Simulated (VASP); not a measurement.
# Al (Pm-3m) in VASP: band structure with PBEsol+D3

Aim: the band structure of Al with PBEsol+D3.

Program: VASP 6.6.1. These are calculated values, not measurements. Logs are shortened: lines on timing, memory, paths and dates and some standing lists are left out, and cuts for length are marked.

### 1 The undisturbed crystal

It takes space group Pm-3m (No. 221, cubic). The conventional cell has a = 2.722 Å, b = 2.722 Å, c = 2.722 Å, α = 90.00°, β = 90.00°, γ = 90.00°. Al (site symmetry m-3m) is surrounded by 6 Al at 2.72 Å.

The cell was built by a generator and needn't be a form met in nature.

### 2 Band structure, PBEsol+D3 (volume scaled by 1.15)

run.py reads:

```python
from ase.calculators.vasp import Vasp
from ase.dft.bandgap import bandgap
from ase.io import read

atoms = read('Al.cif')
calc = Vasp(
    directory='calc',
    xc='pbesol',
    pp='PBE',
    setups='recommended',
    prec='Accurate',
    encut=520,
    ediff=1e-07,
    ismear=0,
    sigma=0.01,
    lreal='Auto',
    lasph=True,
    nelm=80,
    algo='Fast',
    isif=2,
    lwave=False,
    lcharg=True,
    ivdw=11,
    isym=1,
    kpts=[10, 10, 10],
    gamma=True,
    nbands=26,
)
atoms.calc = calc

print('energy (eV):', atoms.get_potential_energy())
print('free energy (eV):', atoms.get_potential_energy(force_consistent=True))
efermi = calc.get_fermi_level()
print('Fermi level (eV):', efermi)
path = atoms.cell.bandpath(npoints=40, eps=1e-4)
print('path:', path.path)
calc.set(kpts=path.kpts, reciprocal=True, icharg=11, isym=0, lcharg=False)
calc.calculate(atoms)
print('gap on the path (eV):', bandgap(calc, efermi=efermi)[0])
print('direct gap on the path (eV):', bandgap(calc, efermi=efermi, direct=True)[0])
```

Al.cif reads:

```cif
data_Al
_cell_length_a 2.85155952
_cell_length_b 2.85155952
_cell_length_c 2.85155952
_cell_angle_alpha 90.00000000
_cell_angle_beta 90.00000000
_cell_angle_gamma 90.00000000
_space_group_name_H-M_alt 'P1'
_space_group_name_Hall 'P 1'
_space_group_IT_number 1
loop_
_space_group_symop_operation_xyz
'x,y,z'
loop_
_atom_site_label
_atom_site_type_symbol
_atom_site_symmetry_multiplicity
_atom_site_Wyckoff_symbol
_atom_site_fract_x
_atom_site_fract_y
_atom_site_fract_z
_atom_site_occupancy
Al1 Al 1 a 0.0000000000 0.0000000000 0.0000000000 1
```

Potentials or basis: VASP PAW PBE potentials, release 64 (Al).

The run is started by

```
$ python run.py
```

Output:

```text
energy (eV): -3.69389247
free energy (eV): -3.69396018
Fermi level (eV): 4.49215631
path: GXMGRX,MR
gap on the path (eV): 0.0
direct gap on the path (eV): 0.0
```

OUTCAR:

```text
ENCUT = 520.000000
   EDIFF = 1.00e-07
   GGA = PS
   PREC = Accurate
   ICHARG = 11
   ISIF = 2
   ISMEAR = 0
   ISYM = 0
   NELM = 80
   IVDW = 11
   LASPH = .TRUE.
   LREAL = Auto
 IVDW          = 11

 ion  position               nearest neighbor table
   1  0.000  0.000  0.000-

IMPORTANT INFORMATION: All symmetrisations will be switched off!
NOSYMM: (Re-)initialisation of all symmetry stuff for point group C_1.

----------------------------------------------------------------------------------------

                                     Primitive cell

  volume of cell :      23.1871

  direct lattice vectors                    reciprocal lattice vectors
     2.851559520  0.000000000  0.000000000     0.350685298  0.000000000  0.000000000
     0.000000000  2.851559520  0.000000000     0.000000000  0.350685298  0.000000000
     0.000000000  0.000000000  2.851559520     0.000000000  0.000000000  0.350685298

  length of vectors
     2.851559520  2.851559520  2.851559520     0.350685298  0.350685298  0.350685298

  position of ions in fractional coordinates (direct lattice)
     0.000000000  0.000000000  0.000000000

  ion indices of the primitive-cell ions
   primitive index   ion index
                 1           1

----------------------------------------------------------------------------------------

 KPOINTS: KPOINTS created by Atomic Simulation Env

Read explicit list of k-points.

 Found     40 k-points:

 Following reciprocal coordinates:
            Coordinates               Weight
  0.000000  0.000000  0.000000      0.025000
  0.000000  0.125000  0.000000      0.025000
  0.000000  0.250000  0.000000      0.025000
  0.000000  0.375000  0.000000      0.025000
  0.000000  0.500000  0.000000      0.025000
  0.125000  0.500000  0.000000      0.025000
[... 16 lines left out ...]
  0.388889  0.388889  0.388889      0.025000
  0.444444  0.444444  0.444444      0.025000
 [... further k-points ...]
   k-points           NKPTS =     40   k-points in BZ     NKDIM =     40   number of bands    NBANDS=     26
   number of dos      NEDOS =    301   number of ions     NIONS =      1
   total plane-waves  NPLWV =  13824
   dimension x,y,z NGX =    24 NGY =   24 NGZ =   24
   dimension x,y,z NGXF=    48 NGYF=   48 NGZF=   48
   ions per type =               1
   NGX,Y,Z   is equivalent  to a cutoff of  13.99, 13.99, 13.99 a.u.
   NGXF,Y,Z  is equivalent  to a cutoff of  27.98, 27.98, 27.98 a.u.
 SYSTEM =  unknown system
   PREC   = accura    normal or accurate (medium, high low for compatibility)
   ISTART =      0    job   : 0-new  1-cont  2-samecut
   ICHARG =     11    charge: 1-file 2-atom 10-const
   ISPIN  =      1    spin polarized calculation?
   LNONCOLLINEAR =      F non collinear calculations
   LSORBIT =      F    spin-orbit coupling
   LASPH  =      T    aspherical Exc in radial PAW
   ENCUT  =  520.0 eV  38.22 Ry    6.18 a.u.   5.30  5.30  5.30*2*pi/ulx,y,z
   NELM   =     80;   NELMIN=  2; NELMDL=  0     # of ELM steps
   EDIFF  = 0.1E-06   stopping-criterion for ELM
   LREAL  =      T    real-space projection
   EDIFFG = 0.1E-05   stopping-criterion for IOM
   NSW    =      0    number of steps for IOM
   IBRION =     -1    ionic relax: 0-MD 1-quasi-New 2-CG
   NFREE  =      0    steps in history (QN), initial steepest desc. (CG)
   ISIF   =      2    stress and relaxation
   ISYM   =      0    0-nonsym 1-usesym 2-fastsym
   POTIM  = 0.5000    time-step for ionic-motion
   TEBEG  =    0.0;   TEEND  =   0.0 temperature during run
   PSTRESS=    0.0 pullay stress
   NELECT =       3.0000    total number of electrons
   NUPDOWN=      -1.0000    fix difference up-down
   EMIN   =  10.00;   EMAX   =-10.00  energy-range for DOS
   EFERMI =   0.00;   METHOD = LEGACY
   ISMEAR =     0;   SIGMA  =   0.01  broadening in eV -4-tet -1-fermi 0-gaus
   EFERMI_NEDOS =   21; number of points for ismear=-14 and -15
   IALGO  =     68    algorithm
   IMIX   =      4    mixing-type and parameters
     AMIX     =   0.40;   BMIX     =  1.00
     AMIX_MAG =   1.60;   BMIX_MAG =  1.00
  volume/ion in A,a.u.               =      23.19       156.47
  Fermi-wavevector in a.u.,A,eV,Ry     =   0.828005  1.564702  9.328043  0.685592
  Thomas-Fermi vector in A             =   1.940306
   LORBIT       =      0    0 simple, 1 ext, 2 COOP (PROOUT), +10 PAW based schemes
   GGA     = PS    functional components
   LHFCALC =     F    Hartree Fock is set to
   AEXX    =    0.0000 exact exchange contribution
   IVDW    =    11    specifies the selected vdW correction
   LEPSILON=     F    determine dielectric tensor
   LRPA    =     F    only Hartree local field effects (RPA)
 non-spin polarized calculation
 RMM-DIIS sequential band-by-band and
 Gauss-broadening in eV      SIGMA  =   0.01
  energy-cutoff  :      520.00
  volume of cell :       23.19
 maximum number of plane-waves:       647
 NGX is ok and might be reduce to    24

 number of electron       3.0000000 magnetization

 Free energy of the ion-electron system (eV)
  ---------------------------------------------------
  ext. energy  EPLUGINS =         0.00000000
  ---------------------------------------------------
  free energy    TOTEN  =        -2.32623674 eV

  energy without entropy =       -2.32615812  energy(sigma->0) =       -2.32619743

 E-fermi :   5.5444     XC(G=0):  -9.0118

 val. band max:        5.5331071920   @ k =   0.2857   0.2857   0.0000
 cond. band min:       5.5557163017   @ k =   0.5000   0.5000   0.3333
 fundamental gap:      0.0226091097
 Fermi energy:         5.5444111496

 k-point     1 :       0.0000    0.0000    0.0000
  band No.  band energies     occupation
      1      -4.3159      2.00000
      2      12.1203      0.00000
      3      12.1203      0.00000
      4      12.5922      0.00000
      5      12.5922      0.00000
      6      12.5922      0.00000
      7      18.1238      0.00000
      8      26.4705      0.00000
      9      26.4705      0.00000
     10      26.4705      0.00000
     11      31.5967      0.00000
     12      31.5967      0.00000
     13      31.9532      0.00000

 k-point     2 :       0.0000    0.1250    0.0000
  band No.  band energies     occupation
      1      -4.0369      2.00000
      2       8.8830      0.00000
      3      12.3530      0.00000
      4      12.8287      0.00000
      5      12.8287      0.00000
      6      15.1921      0.00000
      7      19.3850      0.00000
      8      24.5661      0.00000
      9      24.5661      0.00000
     10      26.6442      0.00000
     11      27.6067      0.00000
     12      29.3152      0.00000
     13      32.1978      0.00000

 k-point     3 :       0.0000    0.2500    0.0000
  band No.  band energies     occupation
      1      -3.2070      2.00000
      2       5.5969      0.00000
      3      13.0111      0.00000
      4      13.5296      0.00000
      5      13.5296      0.00000
      6      16.8517      0.00000
      7      21.6755      0.00000
      8      21.6755      0.00000
      9      22.5141      0.00000
     10      24.1253      0.00000
     11      27.0664      0.00000
     12      27.1104      0.00000
     13      32.9141      0.00000
[... 305 lines left out ...]
 k-point    23 :       0.3889    0.3889    0.3889
  band No.  band energies     occupation
      1       3.4760      2.00000
      2       6.6411      0.00000
      3       6.6411      0.00000
      4       9.2125      0.00000
      5      11.5223      0.00000
      6      11.5223      0.00000
      7      12.7060      0.00000
      8      16.9748      0.00000
      9      30.2225      0.00000
     10      30.2225      0.00000
     11      34.8276      0.00000
     12      36.2395      0.00000
     13      36.2395      0.00000

 k-point    24 :       0.4444    0.4444    0.4444
  band No.  band energies     occupation
      1       5.5736      0.00004
      2       6.8252      0.00000
      3       6.8252      0.00000
      4       9.5399      0.00000
      5      10.3950      0.00000
      6      10.3950      0.00000
      7      10.9404      0.00000
      8      14.5177      0.00000
      9      32.0374      0.00000
     10      32.0374      0.00000
     11      37.5160      0.00000
     12      37.9524      0.00000
     13      37.9524      0.00000

 [... further k-points ...]

 [bands above 13 left out]

------------------------ aborting loop because EDIFF is reached ----------------------------------------

 Edisp (eV)   -0.09118

 E8    (eV) :    -0.0513

  FORCE on cell =-STRESS in cart. coord.  units (eV):
  Direction    XX          YY          ZZ          XY          YZ          ZX
  --------------------------------------------------------------------------------------
  -------------------------------------------------------------------------------------
  Total       1.36426     8.17524    -8.91449     0.22587     0.70443     1.77742
  in kB      94.26684   564.89013  -615.97046    15.60708    48.67416   122.81558
  external pressure =       14.40 kB  Pullay stress =        0.00 kB

 VOLUME and BASIS-vectors are now :
 -----------------------------------------------------------------------------
  energy-cutoff  :      520.00
  volume of cell :       23.19
      direct lattice vectors                 reciprocal lattice vectors
     2.851559520  0.000000000  0.000000000     0.350685298  0.000000000  0.000000000
     0.000000000  2.851559520  0.000000000     0.000000000  0.350685298  0.000000000
     0.000000000  0.000000000  2.851559520     0.000000000  0.000000000  0.350685298

 POSITION                                       TOTAL-FORCE (eV/Angst)
 -----------------------------------------------------------------------------------
      0.00000      0.00000      0.00000        -0.000000     -0.000000     -0.000000
 -----------------------------------------------------------------------------------
    total drift:                               -0.000000     -0.000000     -0.000000

  FREE ENERGIE OF THE ION-ELECTRON SYSTEM (eV)
  ---------------------------------------------------
  free  energy   TOTEN  =        -2.4174206958 eV

  energy  without entropy=       -2.4173420715  energy(sigma->0) =       -2.41738138
```

INCAR:

```text
ENCUT = 520.000000
SIGMA = 0.010000
EDIFF = 1.00e-07
ALGO = Fast
GGA = PS
PREC = Accurate
ICHARG = 11
ISIF = 2
ISMEAR = 0
ISYM = 0
NBANDS = 26
NELM = 80
IVDW = 11
LASPH = .TRUE.
LCHARG = .FALSE.
LWAVE = .FALSE.
LREAL = Auto
```

Wall time 50 s (1 thread of Intel Xeon Platinum 8259CL at 2.50GHz (Skylake/Cascade Lake), shared host); peak memory 0.14 GiB.

Results:

```
Band gap along the path    : none (metal or under the smearing width)
Dispersion energy per atom : -0.091 eV
```

Levels at the corners of the path, in eV from the Fermi level:
```csv
point,band 1,band 2,band 3,band 4,band 5,band 6
Γ,-8.81,7.63,7.63,8.10,8.10,8.10
X,-5.02,-3.60,9.93,11.07,11.07,13.25
M,-0.78,-0.49,-0.49,2.39,13.99,15.57
Γ,-8.81,7.63,7.63,8.10,8.10,8.10
R,2.46,2.46,2.46,5.04,5.46,5.46
X,-5.02,-3.60,9.93,11.07,11.07,13.25
M,-0.78,-0.49,-0.49,2.39,13.99,15.57
R,2.46,2.46,2.46,5.04,5.46,5.46
```

Caveat: the log is that of the step along the path at fixed density, whose energy, stress, charges and moments have no meaning; the PAW data sets were made with another functional, which shifts forces and pressure a little; pairwise dispersion overbinds metals, which lowers pressure and volume.

### 3 The reference run

An earlier run on the cell as given: functional PBE; potentials or basis VASP PAW PBE potentials, release 64 (Al); cutoff 520 eV; k mesh 10 × 10 × 10; occupations fermi-dirac, width 0.05 eV; no spin polarisation.

* Pressure: 0.3 GPa
* Band gap on the k mesh: none (metal or under the smearing width)
